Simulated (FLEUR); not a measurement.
# ZnS (F-43m) in FLEUR: further runs

One crystal, ZnS, is run at these levels: PBE; tasks: equation of state.

Everything below comes from runs of FLEUR MaX-R8.1 (later development tree). Logs are shortened: lines on timing, memory, paths and dates and some standing lists are left out, and cuts for length are marked.

**Measured values to compare with.**

“Electronic, vibrational, and thermodynamic properties of ZnS (zincblende and rocksalt structure)”, 2009, arxiv:0911.5022 quotes, for a bulk crystal of ZnS: bulk modulus 76.9 GPa.

The results are compared with them further down.

### 1 The crystal as given

It takes space group F-43m (No. 216, cubic). The conventional cell has a = 5.404 Å, b = 5.404 Å, c = 5.404 Å, α = 90.00°, β = 90.00°, γ = 90.00°. Zn (site symmetry -43m) is surrounded by 4 S at 2.34 Å. Around S (site symmetry -43m) lie 4 Zn at 2.34 Å.

### 2 Equation of state, PBE, 18.54 Å³/atom (volume scaled by 0.94)

File inp.xml:

```xml
<?xml version="1.0" encoding="UTF-8" standalone="no"?>
<fleurInput fleurInputVersion="0.39">
   <comment>
      ZnS                                                                                                 
   </comment>
   <calculationSetup>
      <cutoffs Kmax="5.27" Gmax="16.3" GmaxXC="16.3" numbands="0"/>
      <scfLoop itmax="60" minDistance="0.00001" maxIterBroyd="15" imix="Anderson" alpha="0.05" precondParam="0.0" spinf="2.0" sdNocoIR="T"/>
      <coreElectrons ctail="T" frcor="F" kcrel="0" coretail_lmax="0"/>
      <xcFunctional name="pbe" relativisticCorrections="F"/>
      <magnetism jspins="1"/>
      <soc l_soc="F" theta="0.0" phi="0.0" spav="F"/>
      <expertModes spex="0" secvar="F"/>
      <geometryOptimization l_f="F" forcealpha="1.0" forcemix="BFGS" epsdisp="0.0005" epsforce="0.0002"/>
      <ldaU l_linMix="F" mixParam="0.05" spinf="1.0"/>
   </calculationSetup>
   <cell>
      <bzIntegration valenceElectrons="26.0" mode="hist" fermiSmearingEnergy="0.00183747">
         <kPointListSelection listName="default-1"/>
         <!-- k-points included here -->
         <xi:include xmlns:xi="http://www.w3.org/2001/XInclude" href="kpts.xml"> </xi:include>
      </bzIntegration>
      <!-- symmetry operations included here -->
      <xi:include xmlns:xi="http://www.w3.org/2001/XInclude" href="sym.xml"> </xi:include>
      <bulkLattice scale="0.9795861087">
         <bravaisMatrix>
            <row-1>    0.0000000000000000     5.1060399886691998     5.1060399886691998</row-1>
            <row-2>    5.1060399886691998     0.0000000000000000     5.1060399886691998</row-2>
            <row-3>    5.1060399886691998     5.1060399886691998     0.0000000000000000</row-3>
         </bravaisMatrix>
      </bulkLattice>
   </cell>
   <atomSpecies>
      <species name="Zinc (Zn)" element="Zn" atomicNumber="30">
         <mtSphere radius="2.11" gridPoints="721" logIncrement="0.017"/>
         <atomicCutoffs lmax="9" lnonsphr="7"/>
         <electronConfig flipSpins="F">
            <coreConfig>(1s1/2) (2s1/2) (2p1/2) (2p3/2)</coreConfig>
            <valenceConfig>(3s1/2) (3p1/2) (3p3/2) (4s1/2) (3d3/2) (3d5/2)</valenceConfig>
         </electronConfig>
         <energyParameters s="4" p="4" d="3" f="4"/>
         <lo type="SCLO" l="0" n="3" eDeriv="0"/>
         <lo type="SCLO" l="1" n="3" eDeriv="0"/>
         <lo type="SCLO" l="1" n="3" eDeriv="1"/>
         <lo type="HELO" l="2" n="4" eDeriv="0"/>
         <lo type="HELO" l="2" n="4" eDeriv="1"/>
         <lo type="SCLO" l="3" n="4" eDeriv="2"/>
      </species>
      <species name="Sulfur (S)" element="S" atomicNumber="16">
         <mtSphere radius="1.86" gridPoints="635" logIncrement="0.018"/>
         <atomicCutoffs lmax="8" lnonsphr="6"/>
         <electronConfig flipSpins="F">
            <coreConfig>(1s1/2) (2s1/2) (2p1/2) (2p3/2)</coreConfig>
            <valenceConfig>(3s1/2) (3p1/2) (3p3/2)</valenceConfig>
            <stateOccupation state="(3p1/2)" spinUp="0.666667" spinDown="0.666667"/>
            <stateOccupation state="(3p3/2)" spinUp="1.333333" spinDown="1.333333"/>
         </electronConfig>
         <energyParameters s="3" p="3" d="3" f="4"/>
         <lo type="SCLO" l="0" n="3" eDeriv="2"/>
         <lo type="SCLO" l="1" n="3" eDeriv="2"/>
         <lo type="SCLO" l="2" n="3" eDeriv="2"/>
         <lo type="SCLO" l="3" n="4" eDeriv="2"/>
      </species>
   </atomSpecies>
   <atomGroups>
      <atomGroup species="Zinc (Zn)">
         <relPos label="                   1">-1.000/4.000 -1.000/4.000 -1.000/4.000</relPos>
         <force calculate="T" relaxXYZ="TTT"/>
      </atomGroup>
      <atomGroup species="Sulfur (S)">
         <relPos label="                   2">.0000000000 .0000000000 .0000000000</relPos>
         <force calculate="T" relaxXYZ="TTT"/>
      </atomGroup>
   </atomGroups>
   <output dos="F" band="F" slice="F">
      <checks vchk="F" cdinf="F"/>
      <bandDOS minEnergy="-.5*Htr" maxEnergy="0.5*Htr" sigma="0.015" storeEVData="T"/>
      <vacuumDOS vacdos="F" integ="F" star="F" nstars="0" locx1="0.0" locy1="0.0" locx2="0.0" locy2="0.0" nstm="0" tworkf="0.0"/>
      <unfoldingBand unfoldBand="F" supercellX="1" supercellY="1" supercellZ="1"/>
      <plotting iplot="0" polar="F">
         <plot TwoD="T" vec1="  1.0  0.0  0.0" vec2="  0.0  1.0  0.0" vec3="  0.0  0.0  1.0" zero="  0.0  0.0  0.0" file="plot"/>
      </plotting>
      <chargeDensitySlicing numkpt="0" minEigenval="0.0" maxEigenval="0.0" nnne="0" pallst="F"/>
      <specialOutput eonly="F"/>
      <moessbauerParams electricFieldGradient="T" isomerShift="T" coreHyperfine="T" valenceHyperfine="T"/>
      <magneticCircularDichroism mcd="F" energyLo="-10.0" energyUp="0.0"/>
   </output>
  <!-- We include the file relax.xml here to enable relaxations (see documentation) -->
  <xi:include xmlns:xi="http://www.w3.org/2001/XInclude" href="relax.xml"> <xi:fallback/> </xi:include>
</fleurInput>
```

Potentials or basis: all-electron, FLAPW.

On the command line:

```
> inpgen -f crystal.txt -profile fastHighL
> # inp.xml edited to the form shown
> fleur_MPI
```

What it wrote:

```text
Welcome to FLEUR        (www.flapw.de)
      MaX-Release 8.1          (www.max-centre.eu)

 ========== k-point set info ==========
 Selected k-point list: default-1
 k-point list type: mesh
 9 x 9 x 9
 Number of k points: 35

 ------------Calculation Setup---------------------------
 Number of MPI-tasks      :            1
 Number of PE/node        :            1
 Number of OMP-threads    :            1
 Most efficient MPI parallelization for:
           1           5           7          35
 Additional eigenvalue parallelization possible
 Number of basis functions:          712
 Approximate size of matrices (H+S) per k-point:         0.015 GB
 --------------------------------------------------------
 Iteration:     1   Distance:       9.69365040 me/bohr^3
 Iteration:     2   Distance:       8.44928946 me/bohr^3
 Iteration:     3   Distance:       5.04918309 me/bohr^3
 Iteration:     4   Distance:       2.71975822 me/bohr^3
 Iteration:     5   Distance:       2.55530835 me/bohr^3
 Iteration:     6   Distance:       0.39131714 me/bohr^3
 Iteration:     7   Distance:       0.35782634 me/bohr^3
 Iteration:     8   Distance:       0.03524176 me/bohr^3
 Iteration:     9   Distance:       0.03252612 me/bohr^3
 Iteration:    10   Distance:       0.00238209 me/bohr^3
 Iteration:    11   Distance:       0.00148432 me/bohr^3
 Iteration:    12   Distance:       0.00060048 me/bohr^3
 Iteration:    13   Distance:       0.00010583 me/bohr^3
 Iteration:    14   Distance:       0.00008964 me/bohr^3
 Iteration:    15   Distance:       0.00000380 me/bohr^3

 ********************************************************************
 Run finished successfully
 Stop message:
   all done
 ********************************************************************
```

out.xml (last iteration):

```text
<iteration numberForCurrentRun="   15" overallNumber="   15">
         <energyParameters units="Htr">
            <atomicEP atomType="1" spin="1" branch="4s" branchLowest="-4.40" branchHighest="1.69" value="0.0073606909"/>
            <atomicEP atomType="1" spin="1" branch="4p" branchLowest="-2.71" branchHighest="2.38" value="0.1661564466"/>
            <atomicEP atomType="1" spin="1" branch="3d" branchLowest="-9.99" branchHighest="0.06" value="-0.0264705053"/>
            <atomicEP atomType="1" spin="1" branch="4f" branchLowest="-9.99" branchHighest="4.01" value="0.4972546310"/>
            <loAtomicEP atomType="1" spin="1" branch="3s" branchLowest="-42.21" branchHighest="-4.40" value="-4.4005784580"/>
            <loAtomicEP atomType="1" spin="1" branch="3p" branchLowest="-36.53" branchHighest="-2.71" value="-2.7175910309"/>
            <loAtomicEP atomType="1" spin="1" branch="3p" branchLowest="-36.53" branchHighest="-2.71" value="-2.7175910309"/>
            <heloAtomicEP atomType="1" spin="1" branch="4d" branchLowest="2.62" branchHighest="2.62" value="2.6177133678"/>
            <heloAtomicEP atomType="1" spin="1" branch="4d" branchLowest="2.62" branchHighest="2.62" value="2.6177133678"/>
            <loAtomicEP atomType="1" spin="1" branch="4f" branchLowest="-9.99" branchHighest="4.01" value="0.4972578944"/>
            <atomicEP atomType="2" spin="1" branch="3s" branchLowest="-7.33" branchHighest="0.97" value="-0.3566685339"/>
            <atomicEP atomType="2" spin="1" branch="3p" branchLowest="-5.30" branchHighest="1.57" value="-0.0971270809"/>
            <atomicEP atomType="2" spin="1" branch="3d" branchLowest="-9.99" branchHighest="2.16" value="0.1262298054"/>
            <atomicEP atomType="2" spin="1" branch="4f" branchLowest="-9.99" branchHighest="5.15" value="0.2928650325"/>
            <loAtomicEP atomType="2" spin="1" branch="3s" branchLowest="-7.33" branchHighest="0.97" value="-0.3566685339"/>
            <loAtomicEP atomType="2" spin="1" branch="3p" branchLowest="-5.30" branchHighest="1.57" value="-0.0974871125"/>
            <loAtomicEP atomType="2" spin="1" branch="3d" branchLowest="-9.99" branchHighest="2.16" value="0.1262295518"/>
            <loAtomicEP atomType="2" spin="1" branch="4f" branchLowest="-9.99" branchHighest="5.15" value="0.2928679762"/>
         </energyParameters>
         <eigenvalues>
            <eigenvaluesAt spin="1" ikpt="1" k_x="0.00000000" k_y="0.00000000" k_z="0.00000000">
                      -4.4005729442       -2.7162252493       -2.7162252493       -2.7162252493       -0.3052664906
                      -0.0483125955       -0.0483125955       -0.0483125955       -0.0271291431       -0.0271291431
                       0.1942437720        0.1942437720        0.1942437720        0.2819286975        0.4264063162
                       0.4264063162        0.4264063162        0.6232279270        0.6232279270        0.6440691711
                       0.7360003845
            </eigenvaluesAt>
            <eigenvaluesAt spin="1" ikpt="2" k_x="0.00000000" k_y="0.00000000" k_z="0.11111111">
                      -4.4005729119       -2.7162263788       -2.7162254764       -2.7162254764       -0.3014729823
                      -0.0484686856       -0.0476075391       -0.0476075391       -0.0271962025       -0.0271962025
                       0.1588949337        0.1893768936        0.1893768936        0.3074898078        0.4243488186
                       0.4345778381        0.4345778381        0.6047594672        0.6047594672        0.6687072757
                       0.7155542021
            </eigenvaluesAt>
            <eigenvaluesAt spin="1" ikpt="3" k_x="0.00000000" k_y="0.00000000" k_z="0.22222222">
                      -4.4005728267       -2.7162292687       -2.7162259599       -2.7162259599       -0.2911804837
                      -0.0478414081       -0.0459498703       -0.0459498703       -0.0271541599       -0.0271541599
[... 7 lines left out ...]
                       0.0433366117        0.1668007841        0.1668007841        0.3255469808        0.4511081354
                       0.4511081354        0.4899145423        0.6183704727        0.6183704727        0.6366703028
                       0.8461026895
            </eigenvaluesAt>
         </eigenvalues>
         <bandgap value="2.3860283761" units="eV"/>
         <sumValenceSingleParticleEnergies value="-25.3908097888" units="Htr"/>
         <FermiEnergy value="0.1942437720" units="Htr"/>
         <valenceDensity>
            <mtCharges spin="1">
               <mtCharge atomType="1" total="18.4125619" s="2.4089870" p="6.3530319" d="9.6339786" f="0.0131562"/>
               <mtCharge atomType="2" total="3.4758720" s="1.2145135" p="2.2251181" d="0.0324204" f="0.0029967"/>
            </mtCharges>
            <spinDependentCharge spin="1" total="26.0000000" interstitial="4.1115661" mtSpheres="21.8884339"/>
            <totalCharge value="26.0000000000"/>
         </valenceDensity>
         <coreStates atomType="     1" atomicNumber=" 30" spin="1" kinEnergy="   1577.3769324274" eigValSum="  -1002.9065069281" lostElectrons=" 0.000000">
            <state n="1" l="0" j="0.5" energy="-349.6272657866" weight="1.0000000000"/>
            <state n="2" l="0" j="0.5" energy="-42.2050603696" weight="1.0000000000"/>
            <state n="2" l="1" j="0.5" energy="-37.1252013906" weight="1.0000000000"/>
            <state n="2" l="1" j="1.5" energy="-36.2478629586" weight="2.0000000000"/>
         </coreStates>
         <coreStates atomType="     2" atomicNumber=" 16" spin="1" kinEnergy="    387.5631702926" eigValSum="   -222.3749209247" lostElectrons=" 0.000672">
            <state n="1" l="0" j="0.5" energy="-87.9522470946" weight="1.0000000000"/>
            <state n="2" l="0" j="0.5" energy="-7.3309793537" weight="1.0000000000"/>
            <state n="2" l="1" j="0.5" energy="-5.3323121669" weight="1.0000000000"/>
            <state n="2" l="1" j="1.5" energy="-5.2859609236" weight="2.0000000000"/>
         </coreStates>
         <allElectronCharges>
            <spinDependentCharge spin="1" total="46.0000000" interstitial="4.1122347" mtSpheres="41.8877653"/>
            <totalCharge value="45.9999999969"/>
         </allElectronCharges>
         <moessbauerParams unitsHFF="kG" unitsIS="e/bohr^3" unitsEFG="Htr/bohr^2">
            <coreIsomerShift atomType="1" isTotal="24873.72881">
               <shell n="1" l="0" isomerShift="22627.64315"/>
               <shell n="2" l="0" isomerShift="2229.16667"/>
               <shell n="2" l="1" isomerShift="16.91899"/>
            </coreIsomerShift>
            <coreIsomerShift atomType="2" isTotal="2932.41753">
               <shell n="1" l="0" isomerShift="2724.46600"/>
               <shell n="2" l="0" isomerShift="207.59105"/>
               <shell n="2" l="1" isomerShift="0.36047"/>
            </coreIsomerShift>
            <isomerShift atomType="1" nucleusRadius="0.0000952" averageDensity="25214.76804"/>
            <isomerShift atomType="2" nucleusRadius="0.0000750" averageDensity="2950.69463"/>
            <electricFieldGradient atomType="1" VXX="0.00000" VYY="0.00000" VZZ="0.00000" asymParam="0.00000">
            </electricFieldGradient>
            <electricFieldGradient atomType="2" VXX="0.00000" VYY="0.00000" VZZ="0.00000" asymParam="0.00000">
            </electricFieldGradient>
         </moessbauerParams>
         <totalEnergy                                    value="    -2195.3714548622" units="Htr">
            <sumOfEigenvalues                            value="    -1250.6722376417">
               <coreElectrons value="-1225.2814278528"/>
               <valenceElectrons value="-25.3908097888"/>
            </sumOfEigenvalues>
            <densityCoulombPotentialIntegral value="-3354.5176544527"/>
            <densityEffectivePotentialIntegral value="-3480.9178781996"/>
            <chargeDenXCDenIntegral value="-97.3769384131"/>
            <FockExchangeEnergyValence value="0.0000000000"/>
            <FockExchangeEnergyCore value="0.0000000000"/>
            <atomTypeDependentContributions atomType="1">
               <electronNucleiInteractionDifferentMTs value="2158.2607133950"/>
               <MadelungTerm value="-13.2765293274"/>
            </atomTypeDependentContributions>
            <atomTypeDependentContributions atomType="2">
               <electronNucleiInteractionDifferentMTs value="468.3988845183"/>
               <MadelungTerm value="-11.0452025400"/>
            </atomTypeDependentContributions>
            <tkbTimesEntropy value="0.0000000000"/>
            <freeEnergy value="-2195.3714548622"/>
            <extrapolationTo0K value="-2195.3714548622"/>
         </totalEnergy>
         <densityConvergence units="me/bohr^3">
            <chargeDensity spin="1" distance="0.0000038045"/>
         </densityConvergence>
      </iteration>
```

Run time: 2.9 min. Hardware: 1 thread of Arm Neoverse V1, shared host; peak memory 0.07 GiB.

Results:

| Quantity | Value |
| --- | --- |
| Free energy | -59739.1006 eV |
| Band gap on the k mesh | 2.39 eV, direct |
| Valence electrons inside the program's atomic spheres | Zn 18.41; S 3.48 (radii Zn 2.11, S 1.86 bohr) |

(Continued in part 2 of 2.)
